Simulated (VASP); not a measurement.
# LiH in VASP: how settings move the PBE single point

The PBE single point of rocksalt LiH, under +0.5 % strain along [111] alone is repeated with altered inputs. Which of them can be trusted?

Program: VASP 6.6.1. PAW datasets, plane waves. Calculated at 0 K for a non-magnetic (in the reference) cell.

## (1) The cell

The cell comes from an earlier relaxation with r2SCAN in another program, then strained, with the atoms relaxed again. Some of the altered inputs switch spin polarisation on.

The symmetry is R-3m (No. 166, trigonal); a = 2.833 Å, c = 6.973 Å in the conventional setting, 8.08 Å³ an atom. Li has 6 H at 2.01 Å; H has 6 Li at 2.01 Å.

As a file:

```xyz
2
Lattice="0.0067 2.0097 2.0097 2.0097 0.0067 2.0097 2.0097 2.0097 0.0067" Properties=species:S:1:pos:R:3 pbc="T T T"
Li    0.0000    0.0000    0.0000
H     2.0130    2.0130    2.0130
```

## (2) Reference

File INCAR:

```
ENCUT = 520.000000
SIGMA = 0.020000
EDIFF = 1.00e-07
GGA = PE
PREC = Accurate
IBRION = -1
ISIF = 2
ISMEAR = -1
NBANDS = 9
NELM = 120
NSW = 0
LASPH = .TRUE.
LCHARG = .FALSE.
LWAVE = .FALSE.
LREAL = .FALSE.
```

File KPOINTS:

```
KPOINTS created by Atomic Simulation Environment
0
Gamma
10 10 10
0 0 0
```

File POSCAR:

```
Li H
 1.0000000000000000
     0.0066766495000000    2.0096714906000002    2.0096714906000002
     2.0096714906000002    0.0066766495000000    2.0096714906000002
     2.0096714906000002    2.0096714906000002    0.0066766495000000
 Li  H
   1   1
Cartesian
  0.0000000000000000  0.0000000000000000  0.0000000000000000
  2.0130098153500002  2.0130098153500002  2.0130098153500002
```

A file KPOINTS_OPT adds named points for the levels; it doesn't enter the self-consistent loop.

Potentials: the recommended PBE PAW datasets, 4 valence electrons.

Command:

```bash
> mpirun -np 1 vasp_std
```

## (3) Altered input 1

File INCAR:

```
SIGMA = 0.020000
EDIFF = 1.00e-07
GGA = PE
PREC = Accurate
IBRION = -1
ISIF = 2
ISMEAR = -1
NBANDS = 9
NSW = 0
LASPH = .TRUE.
LCHARG = .FALSE.
LWAVE = .FALSE.
LREAL = .FALSE.
BMIX = 3.0
ENCUT = 700
NELM = 58
```

KPOINTS is that of step 2.

POSCAR is that of step 2.

## (4) Altered input 2

Changes to INCAR since step 2:

```diff
@@ -9,3 +9,2 @@
 NBANDS = 9
-NELM = 120
 NSW = 0
@@ -15 +14,5 @@
 LREAL = .FALSE.
+ISPIN = 2
+MAGMOM = 0.5 -0.5
+ISYM = 1
+NELM = 82
```

KPOINTS is that of step 2.

POSCAR is that of step 2.

## (5) Altered input 3

File INCAR:

```
ENCUT = 520.000000
EDIFF = 1.00e-07
GGA = PE
PREC = Accurate
IBRION = -1
ISIF = 2
NBANDS = 9
NSW = 0
LASPH = .TRUE.
LCHARG = .FALSE.
LWAVE = .FALSE.
LREAL = .FALSE.
NELM = 89
ISMEAR = 1
SIGMA = 1.0
```

KPOINTS is that of step 2.

POSCAR is that of step 2.

## (6) Altered input 4

File INCAR:

```
ENCUT = 520.000000
SIGMA = 0.020000
GGA = PE
PREC = Accurate
IBRION = -1
ISIF = 2
ISMEAR = -1
NBANDS = 9
NSW = 0
LASPH = .TRUE.
LCHARG = .FALSE.
LWAVE = .FALSE.
LREAL = .FALSE.
EDIFF = 1e-08
NELM = 64
```

KPOINTS is that of step 2.

File POSCAR:

```
Li H
 1.0000000000000000
     0.0000000000000000    2.0029948411000000    1.9929798669000001
     2.0029948411000000    0.0000000000000000    1.9929798669000001
     2.0029948411000000    2.0029948411000000    0.0000000000000000
 Li  H
   1   1
Cartesian
  0.0000000000000000  0.0000000000000000  0.0000000000000000
  2.0029948411000000  2.0029948411000000  1.9929798669000001
```

## (7) Altered input 5

Changes to INCAR since step 2:

```diff
@@ -9,3 +9,2 @@
 NBANDS = 9
-NELM = 120
 NSW = 0
@@ -15 +14,3 @@
 LREAL = .FALSE.
+ALGO = Normal
+NELM = 78
```

KPOINTS is that of step 2.

File POSCAR:

```
Li H
 1.0000000000000000
     0.0000000000000000    2.0029948411000000    1.9929798669000001
     2.0029948411000000    0.0000000000000000    1.9929798669000001
     2.0029948411000000    2.0029948411000000    0.0000000000000000
 Li  H
   1   1
Cartesian
  0.0000000000000000  0.0000000000000000  0.0000000000000000
  2.0029948411000000  2.0029948411000000  1.9929798669000001
```

Before running it: what results should come out? Wanted: for each run, changed; ending; energy change; pressure; electronic steps; usable.

As calculated:

| run | changed | ending | energy change (meV/atom) | pressure (GPa) | gap on the mesh (eV; negative: overlap) | electronic steps | time | usable |
| --- | --- | --- | --- | --- | --- | --- | --- | --- |
| ref. | – | converged | 0 | -0.4 | 2.98 | 11 | 12 s | yes |
| 1 | BMIX = 3, ENCUT = 700, NELM = 58 | converged | 0.1 | -0.4 | 2.98 | 15 | 25 s | yes |
| 2 | ISPIN = 2, MAGMOM = 0.5 -0.5, ISYM = 1, NELM = 82 | converged | 0.0 | -0.4 | – | 15 | 19 s | yes |
| 3 | ISMEAR = 1, SIGMA = 1 | converged | 1.4 | -0.5 | 2.98 | 11 | 8.5 s | no |
| 4 | EDIFF = 1e-08, NELM = 64 | converged | 0.0 | 0.0 | 2.93 | 15 | 9.8 s | yes |
| 5 | ALGO = Normal, NELM = 78 | converged | 0.0 | 0.0 | 2.93 | 14 | 8.1 s | yes |

**Reading.** Of 5 altered inputs, 1 ended normally on a faulty or unsound input, 4 gave usable results. Among the usable ones with comparable energies, «BMIX = 3, ENCUT = 700, NELM = 58» moves the energy most, by 0.1 meV/atom.
